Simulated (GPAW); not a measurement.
# GaSb (honeycomb monolayer): G0W0 on several meshes in GPAW

Wanted: mesh dependence and cost of G0W0 for GaSb (honeycomb monolayer).

Program: GPAW 26.7.0. Level of theory: LDA and many-body steps on it, plane waves. Results are calculated unless marked as measured.

## Step 1: Starting point

The cell holds 2 atoms: 1 Ga and 1 Sb. Its edges and angles: a = 4.265 Å, b = 4.265 Å, c = 11.400 Å, α = 90.0°, β = 90.0°, γ = 120.0°. Vacuum lies along c.

Coordinates:

```xyz
2
Lattice="4.2655 0.0000 0.0000 -2.1327 3.6940 0.0000 0.0000 0.0000 11.4000" Properties=species:S:1:pos:R:3
Ga    0.0000    2.4627    5.3697
Sb    2.1327    1.2313    6.0301
```

The structure was relaxed with LDA. The runs that relaxed it are not among those shown. Spin-orbit coupling is left out unless a step names it.

## Step 2: Empty states on the mesh, 6×6×1 mesh, 301 bands

This step: GPAW 26.7.0; DFT, LDA, plane waves, PAW.

The sums over transitions need many empty states on a uniform mesh; this step solves for them.

Contents of run.py:

```python
import json
import numpy as np
from gpaw.mpi import world
from gpaw import GPAW

calc = GPAW('gs.gpw').fixed_density(kpts={'size': (6, 6, 1), 'gamma': True},
    parallel={'domain': 1, 'band': 1},
    txt='nscf.txt')
calc.diagonalize_full_hamiltonian(nbands=301)
calc.write('full.gpw', mode='all')
res = {}
kpts = calc.get_ibz_k_points()
res['kpts'] = kpts
res['eigenvalues'] = [calc.get_eigenvalues(kpt=k) for k in range(len(kpts))]
res['n_electrons'] = calc.get_number_of_electrons()

if world.rank == 0:
    with open('result.json', 'w') as f:
        json.dump(res, f, default=lambda x: x.tolist())
```

The run is started by

```bash
> mpirun -n 7 gpaw python run.py
```

Numbers of over 12 decimals in the logs are rounded to 6 here.

What it wrote:

```text
Diagonalizing LCAO Hamiltonian
Converting LCAO to pw mode
convergence criteria:
- Maximum integral of absolute [eigenst]ate change: 4e-08 eV^2 / valence electron
maximum number of iterations: 100

SCF iterations
|iter     |     time |      energy | eigst |  dens |
|iter:   1|  |             | +1.47 |       |
|iter:   2|  |             | +0.48 |       |
|iter:   3|  |             | -0.04 |       |
[...]
|iter:  11|  |             | -6.22 |       |
|iter:  12|  |             | -7.03 |       |
|iter:  13|  |             | -7.58c|       |
SCF steps: 13
  __  _  _
 | _ |_)|_||  |
 |__||  | ||/\| - 26.7.0

Input parameters:
  mode=PW(ecut=450.000000),
  convergence={'density': 1e-06, 'bands': -3},
  gpts=array([21, 21, 56]),
  kpts=MonkhorstPack(size=(6, 6, 1), gamma=True),
  maxiter=100,
  nbands=16,
  occupations=Occupations(name='fermi-dirac', width=0.001, fixmagmom=False),
  parallel={'domain': 1, 'band': 1},
  xc=XC(name='LDA')
Matrix size: 3933x3933
# Writing to full.gpw (mode='all')
  [... matrices ...]

timing:  # [seconds]
  Total: 34.173  # ━━━━━━━━━━━━━━━━━━━━━━━━━━━━━━━━━━━━━━━━━━━━━━━━━━━━━━━━━━
```

It took 38 s on 7 MPI ranks of Intel Xeon Platinum 8488C (Sapphire Rapids), shared host; peak memory 7.8 GiB.

This step gave:

```
gap                                                           : 1.061 eV
k of the valence top                                          : 0, 0, 0
k of the conduction bottom                                    : 0, 0, 0
least direct gap                                              : 1.061 eV
k points computed                                             : 7
lowest point of the top converged band, above the valence top : 78.1972 eV
```

On this mesh the gap is 1.061 eV.

## Step 3: 6×6×1

Now the one-shot GW correction: screening in the RPA, then the self-energy of the levels asked for.

This step: G0W0 on LDA, plane waves, PAW.

Contents of run.py:

```python
import json
import numpy as np
from gpaw.mpi import world
from gpaw.response.g0w0 import G0W0

gw = G0W0('full.gpw',
    filename='gw',
    kpts=[0],
    bands=(7, 11),
    ecut=24,
    nbands=47,
    truncation='2D',
    integrate_gamma='sphere',
    q0_correction=True,
    frequencies={'type': 'nonlinear', 'domega0': 0.15, 'omega2': 15.0},
    eta=0.1,
    nblocksmax=True)
gw.calculate()
res = {mode: {k: v for k, v in r.items() if k != 'sigma_eskwn'}
       for mode, r in gw.all_results.items()}

if world.rank == 0:
    with open('result.json', 'w') as f:
        json.dump(res, f, default=lambda x: x.tolist())
```

The run is started by

```bash
> mpirun -n 8 gpaw python run.py
```

What it wrote:

```text
Using integrator: PointIntegrator
NonLinearFrequencyDescriptor(from 0.000 to 49.988 eV, 141 points)
Nonperiodic BCs:  [False False  True]
Using integrator: PointIntegrator
NonLinearFrequencyDescriptor(from 0.000 to 49.988 eV, 141 points)
Nonperiodic BCs:  [False False  True]
Applying analytical 2D correction to W:
    Evaluating Gamma point contribution to W on a 17x17x1 grid
  ___  _ _ _
 |   || | | |
 | | || | | |
 |__ ||_____|
 |___|

BZ k-points: Symmetries present (total): 6

  [... matrices ...]
36 k-points: 6 x 6 x 1 Monkhorst-Pack grid + [1/12,1/12,0.000000]
7 k-points in the irreducible part of the Brillouin zone
       k-points in crystal coordinates                weights
   0:     0.00000000    0.00000000    0.00000000          1/36
   1:     0.16666667    0.00000000    0.00000000          6/36
   2:     0.33333333   -0.16666667    0.00000000          6/36
   3:     0.33333333    0.00000000    0.00000000          6/36
   4:     0.33333333    0.33333333    0.00000000          2/36
   5:     0.50000000    0.33333333    0.00000000         12/36
   6:     0.50000000    0.50000000    0.00000000          3/36

Distributing spins, k-points and bands (1 x 1 x 4) over 2 processes
Number of blocks: 4

Quasi particle states:
k-points (IBZ indices): [0]
Band range: (7, 11)
  [... matrices ...]
Computational parameters:
Plane wave cut-off: 24 eV
Number of bands: 47
Coulomb cutoff: 2D
Broadening: 0.1 eV

fxc modes: GW
Kernel: RPA
Using full-frequency real axis integration
Summing all q:

Calculating screened Coulomb potential
2D Coulomb truncation
NonLinearFrequencyDescriptor(from 0.000 to 49.988 eV, 141 points)
Removing empty qpoint cache files...

Calculating chi0 body with:
    Ground state adapter containing:
    Number of spins: 1
    Number of kpoints: 36
    Number of irreducible kpoints: 7
    Number of completely occupied states: 9
    Number of partially occupied states: 9
    Occupied states memory: 3.391479 M / cpu

    Linear response parametrization:
    q_c: [1.3877787807814457e-17, 1.3877787807814457e-17, 0.0]
    Number of frequency points: 141
    Planewave cutoff: 24.0
    Number of bands: 47
    Number of planewaves: 51
    Broadening (eta): 0.1
    comm.size: 8
    kncomm.size: 2
    blockcomm.size: 4

    Memory estimate of potentially large arrays:
        chi0_wGG: 1.399006 M / cpu
Integrating chi0 body.

Symmetries of q_c:
    Direct symmetries (Uq -> q): 6
    Indirect symmetries (TUq -> q): 6
In total 12 allowed symmetries.

  [... matrices ...]
7 groups of equivalent kpoints. 80.555556% reduction.

Integral kind: spectral function
Integrating chi0 head and wings.

Symmetries of q_c:
    Direct symmetries (Uq -> q): 6
    Indirect symmetries (TUq -> q): 6
In total 12 allowed symmetries.

  [... matrices ...]
7 groups of equivalent kpoints. 80.555556% reduction.

Integral kind: spectral function wings

Calculating chi0 body with:
    Ground state adapter containing:
    Number of spins: 1
    Number of kpoints: 36
    Number of irreducible kpoints: 7
    Number of completely occupied states: 9
    Number of partially occupied states: 9
[... the further q-points ...]

Results:
f:      Occupation numbers
eps:     KS-eigenvalues [eV]
vxc:     KS vxc [eV]
exx:     Exact exchange [eV]
sigma:   Self-energies [eV]
dsigma:  Self-energy derivatives
Z:       Renormalization factors
qp:      QP-energies [eV]

k-point 0 (0): (0.000, 0.000, 0.000)                GW
band       f     eps     vxc     exx   sigma  dsigma       Z      qp
                                                                   GW
   7   1.000  -2.261 -14.299 -15.274   1.469  -0.421   0.704  -1.914
   8   1.000  -2.261 -14.299 -15.274   1.469  -0.421   0.704  -1.914
   9   0.000  -1.200 -14.589 -10.547  -1.957  -0.405   0.712   0.285
  10   0.000   0.770  -6.589  -3.418  -2.455  -0.448   0.690   1.264
```

It took 12 s on 8 MPI ranks; peak memory 2.4 GiB; 93 s of CPU time.

Numbers from this step:

- G0W0 gap on the points computed: 2.198 eV
- least direct G0W0 gap on the computed points: 2.198 eV
- Z at the valence top: 0.7038
- Z at the conduction bottom: 0.7117
- starting gap on the mesh: 1.061 eV
- k of the valence top: 0, 0, 0
- k of the conduction bottom: 0, 0, 0

The gap on the mesh goes from 1.06 eV to 2.20 eV, a correction of +1.14 eV.

## Step 4: Empty states on the mesh, 9×9×1 mesh, 57 bands

This step: DFT, LDA, plane waves, PAW.

Contents of run.py:

```python
import json
import numpy as np
from gpaw.mpi import world
from gpaw import GPAW

calc = GPAW('gs.gpw').fixed_density(kpts={'size': (9, 9, 1), 'gamma': True},
    nbands=66,
    convergence={'bands': 57},
    txt='nscf.txt')
calc.write('full.gpw', mode='all')
res = {}
kpts = calc.get_ibz_k_points()
res['kpts'] = kpts
res['eigenvalues'] = [calc.get_eigenvalues(kpt=k) for k in range(len(kpts))]
res['n_electrons'] = calc.get_number_of_electrons()

if world.rank == 0:
    with open('result.json', 'w') as f:
        json.dump(res, f, default=lambda x: x.tolist())
```

The run is started by

```bash
> mpirun -n 8 gpaw python run.py
```

What it wrote:

```text
Diagonalizing LCAO Hamiltonian
Converting LCAO to pw mode
convergence criteria:
- Maximum integral of absolute [eigenst]ate change: 4e-08 eV^2 / valence electron
maximum number of iterations: 100

SCF iterations
|iter     |     time |      energy | eigst |  dens |
|iter:   1|  |             | +3.85 |       |
|iter:   2|  |             | +2.51 |       |
|iter:   3|  |             | +1.51 |       |
[...]
|iter:  11|  |             | -6.53 |       |
|iter:  12|  |             | -7.11 |       |
|iter:  13|  |             | -7.47c|       |
SCF steps: 13
  __  _  _
 | _ |_)|_||  |
 |__||  | ||/\| - 26.7.0

Input parameters:
  mode=PW(ecut=450.000000),
  convergence={'bands': 57},
  gpts=array([21, 21, 56]),
  kpts=MonkhorstPack(size=(9, 9, 1), gamma=True),
  maxiter=100,
  nbands=66,
  occupations=Occupations(name='fermi-dirac', width=0.001, fixmagmom=False),
  parallel={},
  xc=XC(name='LDA')
# Writing to full.gpw (mode='all')
  [... matrices ...]

timing:  # [seconds]
  Total: 0.079  # ━━━━━━━━━━━━━━━━━━━━━━━━━━━━━━━━━━━━━━━━━━━━━━━━━━━━━━━━━━━
```

It took 9 s on 8 MPI ranks; peak memory 1.4 GiB; 70 s of CPU time.

This step gave:

```yaml
gap: 1.061 eV
k_of_the_valence_top: 0, 0, 0
k_of_the_conduction_bottom: 0, 0, 0
least_direct_gap: 1.061 eV
k_points_computed: 12
lowest_point_of_the_top_converged_band_above_the_valence_top: 23.13 eV
```

On this mesh the gap is 1.061 eV.

## Step 5: 9×9×1

This step: G0W0 on LDA, plane waves, PAW.

Contents of run.py:

```python
import json
import numpy as np
from gpaw.mpi import world
from gpaw.response.g0w0 import G0W0

gw = G0W0('full.gpw',
    filename='gw',
    kpts=[0],
    bands=(7, 11),
    ecut=24,
    nbands=47,
    truncation='2D',
    integrate_gamma='sphere',
    q0_correction=True,
    frequencies={'type': 'nonlinear', 'domega0': 0.15, 'omega2': 15.0},
    eta=0.1,
    nblocksmax=True)
gw.calculate()
res = {mode: {k: v for k, v in r.items() if k != 'sigma_eskwn'}
       for mode, r in gw.all_results.items()}

if world.rank == 0:
    with open('result.json', 'w') as f:
        json.dump(res, f, default=lambda x: x.tolist())
```

The run is started by

```bash
> mpirun -n 8 gpaw python run.py
```

What it wrote:

```text
Using integrator: PointIntegrator
NonLinearFrequencyDescriptor(from 0.000 to 50.846 eV, 142 points)
Nonperiodic BCs:  [False False  True]
Using integrator: PointIntegrator
NonLinearFrequencyDescriptor(from 0.000 to 50.846 eV, 142 points)
Nonperiodic BCs:  [False False  True]
Applying analytical 2D correction to W:
    Evaluating Gamma point contribution to W on a 11x11x1 grid
  ___  _ _ _
 |   || | | |
 | | || | | |
 |__ ||_____|
 |___|

BZ k-points: Symmetries present (total): 6

  [... matrices ...]
81 k-points: 9 x 9 x 1 Monkhorst-Pack grid
12 k-points in the irreducible part of the Brillouin zone
       k-points in crystal coordinates                weights
   0:     0.00000000    0.00000000    0.00000000          1/81
   1:     0.11111111    0.00000000    0.00000000          6/81
   2:     0.22222222   -0.11111111    0.00000000          6/81
[...]
9:     0.44444444    0.00000000    0.00000000          6/81
          ...
  11:     0.44444444    0.44444444    0.00000000          6/81

Distributing spins, k-points and bands (1 x 1 x 4) over 2 processes
Number of blocks: 4

Quasi particle states:
k-points (IBZ indices): [0]
Band range: (7, 11)
  [... matrices ...]
Computational parameters:
Plane wave cut-off: 24 eV
Number of bands: 47
Coulomb cutoff: 2D
Broadening: 0.1 eV

fxc modes: GW
Kernel: RPA
Using full-frequency real axis integration
Summing all q:

Calculating screened Coulomb potential
2D Coulomb truncation
NonLinearFrequencyDescriptor(from 0.000 to 50.846 eV, 142 points)
Removing empty qpoint cache files...

Calculating chi0 body with:
    Ground state adapter containing:
    Number of spins: 1
    Number of kpoints: 81
    Number of irreducible kpoints: 12
    Number of completely occupied states: 9
    Number of partially occupied states: 9
    Occupied states memory: 3.391479 M / cpu

    Linear response parametrization:
    q_c: [0.0, 0.0, 0.0]
    Number of frequency points: 142
    Planewave cutoff: 24.0
    Number of bands: 47
    Number of planewaves: 51
    Broadening (eta): 0.1
    comm.size: 8
    kncomm.size: 2
    blockcomm.size: 4

    Memory estimate of potentially large arrays:
        chi0_wGG: 1.408928 M / cpu
Integrating chi0 body.

Symmetries of q_c:
    Direct symmetries (Uq -> q): 6
    Indirect symmetries (TUq -> q): 6
In total 12 allowed symmetries.

  [... matrices ...]
12 groups of equivalent kpoints. 85.185185% reduction.

Integral kind: spectral function
Integrating chi0 head and wings.

Symmetries of q_c:
    Direct symmetries (Uq -> q): 6
    Indirect symmetries (TUq -> q): 6
In total 12 allowed symmetries.

  [... matrices ...]
12 groups of equivalent kpoints. 85.185185% reduction.

Integral kind: spectral function wings

Calculating chi0 body with:
    Ground state adapter containing:
    Number of spins: 1
    Number of kpoints: 81
    Number of irreducible kpoints: 12
    Number of completely occupied states: 9
    Number of partially occupied states: 9
    Occupied states memory: 3.391479 M / cpu

[... the further q-points ...]

Results:
f:      Occupation numbers
eps:     KS-eigenvalues [eV]
vxc:     KS vxc [eV]
exx:     Exact exchange [eV]
sigma:   Self-energies [eV]
dsigma:  Self-energy derivatives
Z:       Renormalization factors
qp:      QP-energies [eV]

k-point 0 (0): (0.000, 0.000, 0.000)                GW
band       f     eps     vxc     exx   sigma  dsigma       Z      qp
                                                                   GW
   7   1.000  -2.261 -14.299 -15.159   1.369  -0.385   0.722  -1.894
   8   1.000  -2.261 -14.299 -15.159   1.369  -0.385   0.722  -1.894
   9   0.000  -1.200 -14.589 -10.725  -1.788  -0.378   0.725   0.307
  10   0.000   0.770  -6.589  -3.421  -2.407  -0.414   0.707   1.308
```

Wall time 25 s (8 MPI ranks); peak memory 3 GiB.

Numbers from this step:

- G0W0 gap on the points computed: 2.201 eV
- least direct G0W0 gap on the computed points: 2.201 eV
- Z at the valence top: 0.7219
- Z at the conduction bottom: 0.7254
- starting gap on the mesh: 1.061 eV
- k of the valence top: 0, 0, 0
- k of the conduction bottom: 0, 0, 0

Against G0W0 in GPAW (6×6×1 mesh, 47 bands, screening to 24 eV, full frequency, Hilbert transform), the gap moves by +0.002 eV.

## Step 6: The runs together

Times are wall times on 8 MPI ranks of Intel Xeon Platinum 8488C (Sapphire Rapids), shared host, good to a factor of about two.

```
  run   mesh  bands  screening cutoff (eV)  DFT gap (eV)  gap on the mesh (eV)  direct (eV)  time
6×6×1  6×6×1     47                     24         1.061                 2.198        2.198  12 s
9×9×1  9×9×1     47                     24         1.061                 2.201        2.201  25 s
```

## Step 7: Results

```json
{
 "6×6×1": "2.198 eV",
 "9×9×1": "2.201 eV",
 "known limits": "not at the basis limit; no spin-orbit coupling"
}
```

**Reading.** 9×9×1: +0.002 eV against 6×6×1. Bands and cutoff are finite, so the gap is not at the basis limit. The miss can reach some tenths of an eV and take either sign; the mesh is an error of its own. These stock PAW sets were not made for GW; the filled d or f shell of Ga lies in the frozen core, which bears on start and correction. In the G0W0 runs levels were corrected at 1 k point alone, so a gap called «on the mesh» is the least over those, and an edge elsewhere would be missed. Mesh or cutoff lie under what a gap needs, so these runs test behaviour and cost; their gaps are not to be quoted. The many-body steps are scalar-relativistic: spin-orbit coupling is not in them.

[Paths, hosts, dates, memory and timing lines, banners, echoed tables and standing remarks are left out of the program output.]

[Logs are printed without paths, hosts, clocks, repeated set-up lines and the standing remarks that a program may print on its own settings, such as how far it seeks lower states.]

[Runs of the session that timed out or met a known fault of the program may be left out.]

[Hosts, paths, dates, database ids (printed as entryN), source tags and the programs' standing remarks are cut or masked in the printed files.]
